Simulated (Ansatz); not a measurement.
# BaTiO3 (P1) in Ansatz: reference runs

How does BaTiO3 come out in PBE? The cell is run as given.

Everything below comes from runs of Ansatz 0.2.0. Logs are shortened: lines on timing, memory, paths and dates and some standing lists are left out, and cuts for length are marked.

## Step 1: The cell of the first run

The typed cell holds 10 atoms: a = 3.803 Å, b = 4.131 Å, c = 7.975 Å, α = 89.10°, β = 88.33°, γ = 89.36°.

## Step 2: Single point, PBE

The input, input.yaml:

```yaml
crystal:
  lattice:
    - [-3.80268156, -0.05658243, -0.02181512]
    - [-0.02191438, -0.03167986, -4.13033488]
    - [-0.11316485, -7.97351199, -0.06307272]
  atoms:
    - { symbol: Ba, position: [0.04486322, 0.90916552, 0.49511477] }
    - { symbol: Ba, position: [0.00814907, 0.9218096, 0.02441397] }
    - { symbol: Ti, position: [0.45719229, 0.52057169, 0.20538669] }
    - { symbol: Ti, position: [0.50231709, 0.47064326, 0.76225275] }
    - { symbol: O, position: [0.48144089, 0.03993233, 0.24039032] }
    - { symbol: O, position: [0.45628989, 0.07297889, 0.69356516] }
    - { symbol: O, position: [0.5380255, 0.54058565, 0.44980358] }
    - { symbol: O, position: [0.5290554, 0.55799572, 0.03050014] }
    - { symbol: O, position: [0.98202325, 0.45739828, 0.26038045] }
    - { symbol: O, position: [0.00064341, 0.50891906, 0.83819216] }
hamiltonian:
  xc: pbe
  pseudopotentials: { kind: paw }
kpoints:
  mp_grid: { grid: [7, 7, 4] }
scf:
  occupations: { method: fermi_dirac, width: 0.05 }
output:
  forces: true
  stress: true
  eigenvalues: true
```

Potentials or basis: Ansatz PAW.

Started as:

```bash
> ansatz run input.yaml --threads 4 --pin off --max-ram 11264MiB --backend cpu --events-out ev --progress --plain --runs-dir out
```

The log of the run:

```text
Warning: RAYON_NUM_THREADS=4 ignored (pool sized by the plan → 4); use --threads N
Engine: ansatz 0.2.0, aarch64-unknown-linux-gnu
Pseudopotentials: kind: paw
Pseudopotential: Ba, paw, valence charge 10, recommended cutoff 420 eV (normal), Ba.paw.azcp
Pseudopotential: Ti, paw, valence charge 12, recommended cutoff 420 eV (normal), Ti.paw.azcp
Pseudopotential: O, paw, valence charge 6, recommended cutoff 420 eV (normal), O.paw.azcp
Functional definition: PBE
  parameter kappa = 0.804
  parameter beta = 0.06672455060314922
  exchange = pbe_x(kappa = kappa, mu = beta*pi^2/3)
  correlation = pbe_c(beta = beta)
Crystal: 10 atoms, lattice volume = 125.197 Å³
Basis set: ecut = 420 eV, 2447 PW (Γ), exchange–correlation on 54×60×108 points (8 copies of the dense FFT grid, shifted against one another)
Bands: 50, of which v1, the nominal top of the filled ones, is band 40 counted from 1 (39 counted from 0)
Symmetry: 1 space group operations
Space group: P1 (ITA 1), of the structure as read, at distance tolerance 5.0e-5 Å
k-points: 99 of 196 (time reversal used)
Non-local potential: Ba, projectors of the file, l = 0: 3, l = 1: 2, l = 2: 2, l = 3: 2
Non-local potential: Ti, projectors of the file, l = 0: 3, l = 1: 2, l = 2: 3, l = 3: 1
Non-local potential: O, projectors of the file, l = 0: 2, l = 1: 2, l = 2: 1
PAW form: soft (Blöchl's): semilocal exchange-correlation on the pseudo side does not see the compensation charge
PAW one-centre angular grid: Ba, 194 points (default); XC on 64 Gauss nodes
PAW one-centre angular grid: Ti, 590 points (default); XC on 64 Gauss nodes
PAW one-centre angular grid: O, 110 points (default); XC on 64 Gauss nodes
Initial density: superposition of atomic densities (neutral atoms: chi_scale 0, normalization atom), corrected by the library's trained network
Initial wavefunctions: pseudopotential atomic-orbital guess
Functional: x = pbe(κ = 0.804, μ = 0.2195149727645171), c = pbe(β = 0.06672455060314922)
SCF iter   1: F=—  HF=-20308.782671 eV  |F-HF|=—  |Δ(HF+E_count)|=         —  Δρ=1.03e-2  dr2=1.98e-1  ethr=1.77e-3  ⟨swp⟩=6.6  Hψ=21681  notcnv=0  defer=54
preconditioner: auto → Resta (q_TF=auto, 2.532 Å⁻¹)  ε∞=5.8  [insulator: Δε(μ)=0.429 eV  Ē_g=12.058 eV  σ=0.050 eV  W_gap=0.97  n_scr=38 (ndim 8)  ℏωp=26.5 eV  f_vac=0.004  D(μ)=0.05/eV (n_scr^D=0)  ε∞_Penn≈5.8]
SCF iter   2: F=—  HF=-20308.754513 eV  |F-HF|=—  |Δ(HF+E_count)|=   2.82e-2  Δρ=5.20e-3  dr2=5.98e-2  ethr=2.48e-4  ⟨swp⟩=2.0  Hψ=6338  notcnv=0  defer=370
SCF iter   3: F=—  HF=-20308.743877 eV  |F-HF|=—  |Δ(HF+E_count)|=   1.06e-2  Δρ=1.07e-3  dr2=2.19e-3  ethr=7.48e-5  ⟨swp⟩=2.5  Hψ=7634  notcnv=0  defer=370
SCF iter   4: F=—  HF=-20308.743632 eV  |F-HF|=—  |Δ(HF+E_count)|=   2.45e-4  Δρ=4.08e-4  dr2=2.67e-4  ethr=2.74e-6  ⟨swp⟩=2.1  Hψ=8219  notcnv=0  defer=271
automatic band count: iteration 4 solves 49 bands in place of 50: the levels show a gap, and the empty bands left out lie too high to hold charge; the band table lists the bands solved (type scf.n_extra_bands for more)
SCF iter   5: F=—  HF=-20308.743621 eV  |F-HF|=—  |Δ(HF+E_count)|=   1.08e-5  Δρ=1.24e-4  dr2=2.10e-5  ethr=3.34e-7  ⟨swp⟩=2.0  Hψ=7420  notcnv=0  defer=271
SCF iter   6: F=—  HF=-20308.743706 eV  |F-HF|=—  |Δ(HF+E_count)|=   8.47e-5  Δρ=3.72e-5  dr2=2.01e-6  ethr=2.62e-8  ⟨swp⟩=2.0  Hψ=8232  notcnv=0  defer=271
SCF iter   7: F=—  HF=-20308.743707 eV  |F-HF|=—  |Δ(HF+E_count)|=   1.06e-6  Δρ=1.30e-5  dr2=2.26e-7  ethr=2.51e-9  ⟨swp⟩=2.0  Hψ=7589  notcnv=0  defer=271
SCF iter   8: F=-20308.743707 eV  HF=-20308.743707 eV  |F-HF|=5.75e-9  |Δ(HF+E_count)|=   7.51e-8  Δρ=4.59e-6  dr2=2.51e-8  ethr=1.25e-10  ⟨swp⟩=11.3  Hψ=22467  notcnv=0
SCF 1 converged in 8 iterations: F = -20308.743707 eV  dr2 = 2.51e-8
SCF converged after 8 iterations
Free energy (F): -20308.743707 eV
Harris-Foulkes:  -20308.743707 eV  (|F-HF|=5.75e-9)
Internal energy: -20308.742178 eV  (E = F + TS)
E sigma→0 (E₀):  -20308.742942 eV
Entropy (-TS):   -0.001529 eV (-0.153 meV/atom)
Fermi energy:    12.008882 eV
--- Per-component energies (eV) ---
  E_band       = -249.467921
  E_kinetic    = 1974.979494
  E_local      = -4611.482542  (includes V_loc(G=0)·N_el)
  E_nonlocal   = 418.138951
  E_hartree    = 1849.110882
  E_xc         = -988.820250
  E_vxc        = -1100.279951  (∫ρ·V_xc dr)
  E_paw        = -13497.321709  (= ΣΔE_a)
  E_vpaw       = -629.059899  (= ΣTr[D̂ρ^β])
  E_aug_tail   = 0.015086  (compensation charges beyond the density's cutoff)
  E_ewald      = -5453.362090
  E_smearing   = -0.001529  (= −TS)
  E_closure    = 0.000000  (closes the sum)
  Σ components = -20308.743707   (vs F -20308.743707, Δ=0.00e0)
--- Forces (eV/Å), atoms counted from 1 ---
  atom   1  Ba     1.95071751     2.25015943    -1.87420668
  atom   2  Ba     0.61990771    -0.41629572    -5.83187366
  atom   3  Ti     2.25460209   -26.09122583     4.82891234
  atom   4  Ti    -0.10398558     2.10594824     0.50595316
  atom   5  O     -0.14871224     1.46713719     1.77292654
  atom   6  O     -1.67351697    -3.23627123     0.19713092
  atom   7  O      0.32201292    -5.66176166     0.52360351
  atom   8  O     -2.42847206    23.75033909    -0.74263833
  atom   9  O     -0.35276234     2.16973494    -0.87779242
  atom  10  O     -0.43972991     3.66216699     1.49802623
  max |Σ_I F_I| component: 6.86e-5 eV/Å
--- Stress (GPa, compression-positive) ---
       30.784511      -7.577640      -1.475912
       -7.577640      58.894586      -0.959928
       -1.475912      -0.959928      20.367311
  P = ⅓ Tr σ = 36.6821 GPa (366.821 kbar)
--- Band table (eV; the first three rows and the last of 99) ---
  k-point 0: bands = ["-46.5304", "-44.3532", "-22.9474", "-22.7783", "-22.7346", "-22.4514", "-20.3999", "-20.3276", "-14.2214", "-13.1936", "-7.3085", "-6.7251", "-6.4088", "-5.3577", "-4.5299", "-4.0797", "0.2435", "0.4632", "1.0275", "1.5728", "1.7225", "1.9321", "5.3696", "5.9170", "6.0945", "7.1929", "7.3267", "7.5330", "7.7400", "7.9265", "8.1978", "8.7102", "8.9708", "9.4263", "9.9356", "10.4207", "10.4842", "10.5547", "11.2538", "11.7407", "12.1818", "13.2545", "13.8651", "14.0366", "14.2091", "14.6694", "16.0005", "16.2591", "16.2981"]
  k-point 1: bands = ["-46.5304", "-44.3532", "-22.9474", "-22.7777", "-22.7344", "-22.4523", "-20.3999", "-20.3276", "-14.2191", "-13.1973", "-7.3033", "-6.6945", "-6.4260", "-5.3732", "-4.5324", "-4.0886", "0.2440", "0.4614", "1.0425", "1.5479", "1.7277", "1.9402", "5.3997", "5.9021", "6.1446", "7.1526", "7.3222", "7.4929", "7.8039", "7.9114", "8.2183", "8.7696", "8.9577", "9.3735", "9.9503", "10.3686", "10.4512", "10.5595", "11.2635", "11.7242", "12.1666", "13.2503", "13.8596", "14.0148", "14.2046", "14.6768", "15.9743", "16.3601", "16.5211"]
  k-point 2: bands = ["-46.5304", "-44.3532", "-22.9474", "-22.7771", "-22.7342", "-22.4532", "-20.3999", "-20.3276", "-14.2167", "-13.2010", "-7.2981", "-6.6580", "-6.4488", "-5.3889", "-4.5350", "-4.0974", "0.2444", "0.4597", "1.0588", "1.5232", "1.7316", "1.9481", "5.4299", "5.8908", "6.1917", "7.1286", "7.3253", "7.4279", "7.8697", "7.9159", "8.2126", "8.8624", "8.9212", "9.3259", "9.9633", "10.2724", "10.4543", "10.5627", "11.2728", "11.7072", "12.1508", "13.2536", "13.8604", "13.9921", "14.1918", "14.6935", "15.9810", "16.4489", "16.6119"]
  k-point 98: bands = ["-46.5284", "-44.3508", "-22.9500", "-22.8168", "-22.7554", "-22.4447", "-20.4839", "-20.3391", "-14.0035", "-12.9947", "-7.1345", "-6.8134", "-6.5807", "-4.9781", "-4.7240", "-4.2638", "0.1311", "0.4879", "0.7725", "1.3729", "1.6264", "1.8264", "5.2506", "5.5722", "6.1862", "6.7485", "7.0487", "7.3086", "7.7042", "7.7523", "8.0907", "8.5540", "9.0262", "9.3812", "9.6709", "9.9243", "10.5226", "10.9183", "11.2621", "11.5984", "12.6962", "12.9237", "13.5912", "13.9572", "14.7231", "15.3234", "16.1782", "16.5795", "17.0879"]
```

Wall time 19 s (4 threads of Arm Neoverse V1, shared host); peak memory 0.73 GiB.

What came out:

- Free energy: -20308.7437 eV
- Pressure: 36.7 GPa
- Largest force: 26.630 eV/Å
- Band gap on the k mesh: 0.33 eV, indirect (least direct gap 0.44 eV)

Forces on the atoms (eV/Å):
```
Ba    1.951   2.250  -1.874
Ba    0.620  -0.416  -5.832
Ti    2.255 -26.091   4.829
Ti   -0.104   2.106   0.506
O    -0.149   1.467   1.773
O    -1.674  -3.236   0.197
O     0.322  -5.662   0.524
O    -2.428  23.750  -0.743
O    -0.353   2.170  -0.878
O    -0.440   3.662   1.498
```

Stress tensor (GPa, compression positive):
```
30.78 -7.58 -1.48
-7.58 58.89 -0.96
-1.48 -0.96 20.37
```

Caveat: odd divisions of the mesh miss points on the zone boundary, where band edges often lie, so the gap on the mesh can be too wide; so large a pressure means that the cell lies far from this level's equilibrium, or that cutoff or potentials fall short; the pressure holds a Pulay correction of +0.6 GPa for the finite cutoff; spin-orbit coupling is left out, which moves the levels of the heavy elements; forces of over 1 eV/Å show positions far from the minimum, so gaps and moduli don't describe the material at rest. A k mesh can miss the band edges.
